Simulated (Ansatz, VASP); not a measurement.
# One calculation of Sn, two programs

```
Sn
1.0
     1.59506   -4.96536    0.02319
     1.59506    4.96536    0.02319
    -0.07964    0.00000    3.63611
Sn
2
Direct
  0.86698 0.13302 0.25000
  0.13302 0.86698 0.75000
```

Alike in both runs: functional PBE; k mesh 6 × 6 × 4; occupations gaussian, width 0.1 eV; no spin polarisation.

Ansatz relaxed the structure, and its values are those at the end. VASP's run is a single point on that final structure, the one shown.

|  | VASP | Ansatz |
| --- | --- | --- |
| version | VASP 6.6.1 | Ansatz 0.2.0 |
| potentials or method | VASP PAW PBE potentials, release 64 (Sn_d) | scalar-relativistic, plane waves, PAW |
| plane-wave cutoff (eV) | 520 | 420 |
| valence electrons in the cell | 28 | 28 |

```csv
,VASP,Ansatz,Ansatz less VASP
gap on the k mesh at the Fermi level (eV),none,none,-
pressure (GPa),0.0,0.0,+0.06
```

A gap of «none» marks a metal or a gap that the smearing closes.

Caveats: the k mesh is coarse (spacing up to 0.43 Å⁻¹), so the values aren't converged.
